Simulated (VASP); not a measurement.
Write the native input for VASP 6.6.1 that does the following.

```yaml
Task: relaxation of cell and atoms
Functional: PBE
Potentials_or_basis: VASP PAW PBE potentials, release 64 (Sn_d, Te)
Cutoff: 600 eV
k_mesh: 12 × 12 × 12
Occupations: gaussian, width 0.1 eV
Spin: no spin polarisation
Further_INCAR_settings: ALGO = Normal; EDIFF = 1e-07; IBRION = 2; EDIFFG = -0.005; NSW = 90; ISIF = 3
```

The structure of SnTe lies in POSCAR:

```
SnTe
1.0
    0.0000000000      3.1858130700      3.1858130700
    3.1858130700      0.0000000000      3.1858130700
    3.1858130700      3.1858130700      0.0000000000
Sn Te
1 1
Direct
    0.0000000000      0.0000000000      0.0000000000
    0.5000000000      0.5000000000      0.5000000000
```

The cell is a database's computed one.

These files were run (other wordings do the same):

INCAR

```
SYSTEM = SnTe
PREC = Accurate ; ENCUT = 600
EDIFF = 1E-7 ; ISMEAR = 0
SIGMA = 0.1 ; LREAL = .FALSE.
LASPH = .TRUE. ; NELM = 60
ALGO = Normal ; ISIF = 3
LWAVE = .FALSE. ; LCHARG = .FALSE.
GGA = PE ; IBRION = 2
NSW = 90 ; EDIFFG = -0.005
```

KPOINTS

```
regular mesh
0
G
  12 12 12
  0 0 0
```

Potentials or basis: VASP PAW PBE potentials, release 64 (Sn_d, Te).

Command:

```bash
$ cat potpaw_PBE.64/Sn_d/POTCAR potpaw_PBE.64/Te/POTCAR > POTCAR
$ mpirun -np 1 vasp_std > vasp.out
```

Results of the run:

| Property | Result |
| --- | --- |
| Relaxed volume | 32.91 Å³/atom |
| Relaxed cell | a = 4.532 Å, b = 4.532 Å, c = 4.532 Å, α = 60.00°, β = 60.00°, γ = 60.00° |
| Space group after relaxing (to 0.05 Å) | Fm-3m (No. 225) |
| Energy gained by relaxing | 1.3 meV/atom |
| Ionic steps | 3 |
| Pressure after relaxing | 0.0 GPa |
| Band gap on the k mesh | 0.05 eV, direct |

Caveat: spin-orbit coupling is left out, which moves the levels of the heavy elements.

It took 56 s on 1 thread of Intel(R) Xeon(R) 6975P-C (Granite Rapids), with other jobs on the host, peak memory 0.27 GiB.
